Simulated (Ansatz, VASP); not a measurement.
## One calculation of Cr, two programs

```
Cr
1.0
    -1.32659    1.32659    1.38427
     1.32659   -1.32659    1.38427
     1.32659    1.32659   -1.38427
Cr
1
Direct
  0.00000 0.00000 0.00000
```

Change from the starting cell: strain -0.080 along x and y, -0.040 along z, atoms carried along.

Alike in both runs: task single point; functional PBE; k mesh 24 × 24 × 24; occupations gaussian, width 0.15 eV; no spin polarisation.

|  | VASP | Ansatz |
| --- | --- | --- |
| version | VASP 6.6.1 | Ansatz 0.2.0 |
| potentials or method | VASP PAW PBE potentials, release 64 (Cr_pv) | scalar-relativistic, plane waves, PAW |
| plane-wave cutoff (eV) | 520 | 420 |
| valence electrons in the cell | 12 | 14 |

VASP gave:

```
gap on the k mesh at the Fermi level (eV)       : none
pressure (GPa)                                  : 62.8
largest component of the traceless stress (GPa) : 14.22
```

Problem. Estimate Ansatz's values.

Solution. gap on the k mesh at the Fermi level (eV): none; pressure (GPa): 62.9; largest component of the traceless stress (GPa): 14.30.

A gap of «none» marks a metal or a gap that the smearing closes. The functional is the same, so the differences come from potentials, cutoffs and numerics. The two sets of potentials don't hold the same shells in valence.

Caveats: the cell as given lies far from equilibrium; so large a pressure means that the cell lies far from this level's equilibrium, or that cutoff or potentials fall short (VASP); the run has no spin polarisation, though such a crystal can be magnetic. Spin polarisation is off, so any magnetic state and its effect on volume and gap are missing.
